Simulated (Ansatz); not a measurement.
# Ti3Al5: energy and stress against strain

The task, for Ti3Al5: strain the cell along the Voigt pattern (0, 0, 1, 0, 0, 0).

Computed with Ansatz 0.2.0 (DFT r2SCAN, scalar-relativistic, plane waves, PAW, unless a step's input says otherwise).

1 further run of the same task is left out (set aside as unsound or not needed). Runs told in other sessions of the task aren't counted.

### 1 Starting point

The structure is orthorhombic, space group Pmmm (No. 47). The conventional cell has a = 3.902 Å, b = 4.023 Å, c = 8.071 Å, α = 90.00°, β = 90.00°, γ = 90.00°. Ti (site symmetry mm2) has 10 Al at 2.72 to 2.94 Å and 2 Ti at 2.89 Å in its first shell of neighbours. Ti (site symmetry mmm) is surrounded by 8 Al at 2.80 to 2.81 Å and 4 Ti at 2.89 Å. Around Al (site symmetry mmm) lie 4 Al at 2.76 Å and 8 Ti at 2.80 to 2.94 Å. Around Al (site symmetry mmm) lie 4 Ti at 2.77 Å and 8 Al at 2.80 to 2.85 Å. Around Al (site symmetry mmm) lie 4 Ti at 2.72 Å and 8 Al at 2.80 to 2.89 Å. Around Al (site symmetry mm2) lie 6 Al at 2.76 to 2.89 Å and 6 Ti at 2.81 Å.

Coordinates:

```
Ti Al
1.0
     3.90163    0.00000    0.00000
     0.00000    4.02272    0.00000
     0.00000    0.00000    8.07057
Ti Al
3 5
Direct
  0.00000 0.50000 0.26487
  0.00000 0.50000 0.73513
  0.50000 0.50000 0.00000
  0.00000 0.00000 0.00000
  0.00000 0.00000 0.50000
  0.50000 0.50000 0.50000
  0.50000 0.00000 0.24233
  0.50000 0.00000 0.75767
```

It goes back to an entry of the Materials Project, which need not be the stable form.

This cell was relaxed beforehand with the same method: volume 15.83 Å³/atom, gap on the mesh none (metal).

### 2 The reference cell

The reference gives a free energy of -10218.8382 eV, pressure 0.01 GPa, largest force 0.002 eV/Å and gap on the mesh none (metal). It was computed beforehand with the settings of the runs below.

### 3 The scan: energy and stress against strain

The cell is strained by ε times the Voigt pattern (0, 0, 1, 0, 0, 0) (xx, yy, zz, yz, xz, xy; engineering shear), with fractional coordinates fixed (clamped ions). The stress on the pattern is the sum of the stress components weighted by it, tension positive.

### 4 ε = -0.0600

File input.yaml:

```yaml
crystal:
  lattice:
    - [3.9016290122, 0.0, 0.0]
    - [0.0, 4.0227228113, 0.0]
    - [0.0, 0.0, 7.5863364455]
  atoms:
    - { symbol: Ti, position: [0.0, 0.5, 0.2648736031] }
    - { symbol: Ti, position: [0.0, 0.5, 0.7351263969] }
    - { symbol: Ti, position: [0.5, 0.5, 0.0] }
    - { symbol: Al, position: [0.0, 0.0, 0.0] }
    - { symbol: Al, position: [0.0, 0.0, 0.5] }
    - { symbol: Al, position: [0.5, 0.5, 0.5] }
    - { symbol: Al, position: [0.5, 0.0, 0.2423326362] }
    - { symbol: Al, position: [0.5, 0.0, 0.7576673638] }
basis:
  ecutwfc: 500
kpoints:
  mp_grid: { grid: [10, 10, 6] }
hamiltonian:
  xc: r2scan
scf:
  occupations: { method: gaussian, width: 0.15 }
output:
  forces: true
  stress: true
  eigenvalues: true
```

Launch:

```console
ansatz run input.yaml --threads 2 --pin off --max-ram 5120MiB --backend cpu --events-out ev --progress --plain --runs-dir out
```

### 5 Point ε = 0.0450

Edit input.yaml of step 4 so:

```diff
@@ -4,3 +4,3 @@
     - [0.0, 4.0227228113, 0.0]
-    - [0.0, 0.0, 7.5863364455]
+    - [0.0, 0.0, 8.4337463676]
   atoms:
@@ -26 +26,5 @@
   eigenvalues: true
+  write_density: true
+  write_potential: true
+  elf: true
+  volumetric_format: npy
```

### 6 At ε = -0.0300

Edit input.yaml of step 5 so:

```diff
@@ -4,3 +4,3 @@
     - [0.0, 4.0227228113, 0.0]
-    - [0.0, 0.0, 8.4337463676]
+    - [0.0, 0.0, 7.8284535661]
   atoms:
@@ -26,5 +26 @@
   eigenvalues: true
-  write_density: true
-  write_potential: true
-  elf: true
-  volumetric_format: npy
```

### 7 At ε = 0.0150

Edit input.yaml of step 6 so:

```diff
@@ -4,3 +4,3 @@
     - [0.0, 4.0227228113, 0.0]
-    - [0.0, 0.0, 7.8284535661]
+    - [0.0, 0.0, 8.191629247]
   atoms:
```

### 8 At ε = 0.0600

Edit input.yaml of step 7 so:

```diff
@@ -4,3 +4,3 @@
     - [0.0, 4.0227228113, 0.0]
-    - [0.0, 0.0, 8.191629247]
+    - [0.0, 0.0, 8.5548049279]
   atoms:
```

(Steps that only read results are left out.)

Q: Predict the outcome of this session. Wanted: slope of the stress at ε = 0, from the points at -0.0300, 0 and 0.0150.

As calculated:

```
                                                              quantity    value
slope of the stress at ε = 0, from the points at -0.0300, 0 and 0.0150  217 GPa
```

In words: The slope of the stress at zero strain, 217 GPa, estimates C33 with clamped ions in this Cartesian frame; letting the atoms relax could not make it stiffer. The step is wide, so higher orders mix in. No sampled point lies below the undisturbed cell. Compression costs more than tension: 41.6 against 35.1 meV/atom at the ends.
